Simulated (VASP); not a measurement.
A calculation with VASP 6.6.1 of Hf (ASE script, structure typed inline):

run.py

```python
from ase import Atoms
from ase.calculators.vasp import Vasp
from ase.dft.bandgap import bandgap

atoms = Atoms(
    ['Hf'],
    cell=[[0.0, 2.22, 2.22], [2.22, 0.0, 2.22], [2.22, 2.22, 0.0]],
    scaled_positions=[[0.0, 0.0, 0.0]],
    pbc=True,
)
calc = Vasp(
    directory='calc',
    xc='rpbe',
    pp='PBE',
    setups='recommended',
    pp_version='54',
    prec='Accurate',
    encut=520,
    ediff=1e-06,
    ismear=0,
    sigma=0.02,
    lreal=False,
    lasph=True,
    nelm=80,
    algo='Normal',
    isif=2,
    lwave=False,
    lcharg=False,
    kpts=[10, 10, 10],
    gamma=True,
    nbands=11,
)
atoms.calc = calc

print('energy (eV):', atoms.get_potential_energy())
print('free energy (eV):', atoms.get_potential_energy(force_consistent=True))
print('forces (eV/A):')
print(atoms.get_forces())
print('stress (eV/A^3, Voigt):', atoms.get_stress())
print('Fermi level (eV):', calc.get_fermi_level())
gap, top, bottom = bandgap(calc)
print('band gap (eV):', gap, 'from (spin, k, band)', top, 'to', bottom)
```

Potentials or basis: VASP PAW PBE potentials, release 54 (Hf_pv).

The run is started by

```bash
$ python run.py
```

This isn't the form of Hf at room conditions, which is hcp.

Q: Write the same calculation in another form: native input, structure from a POSCAR.

A: As run:

Contents of INCAR:

```
PREC = Accurate
ENCUT = 520
EDIFF = 1E-6
ISMEAR = 0
SIGMA = 0.02
LREAL = False
LASPH = True
NELM = 100
ALGO = Normal
ISIF = 2
LWAVE = False
LCHARG = True
GGA = RP
LELF = True
LVHAR = True
```

Contents of KPOINTS:

```
Automatic mesh
0
Gamma
  10 10 10
```

Contents of POSCAR:

```
Hf
1.0
    0.0000000000      2.2200000000      2.2200000000
    2.2200000000      0.0000000000      2.2200000000
    2.2200000000      2.2200000000      0.0000000000
Hf
1
Cartesian
    0.0000000000      0.0000000000      0.0000000000
```

Potentials or basis: VASP PAW PBE potentials, release 54 (Hf_pv).

Run with:

```bash
$ cat potpaw_PBE.54/Hf_pv/POTCAR > POTCAR
$ mpirun -np 1 vasp_std > vasp.out
```

Both were run:

|  | ASE script, structure typed inline | native input, structure from a POSCAR |
| --- | --- | --- |
| Pressure | 5.3 GPa | 5.3 GPa |
| Band gap on the k mesh | none (metal or under the smearing width) | none (metal or under the smearing width) |

Keys that steer only the numerical path or the files written may differ.

Caveat: the PAW data sets were made with another functional, which shifts forces and pressure a little.
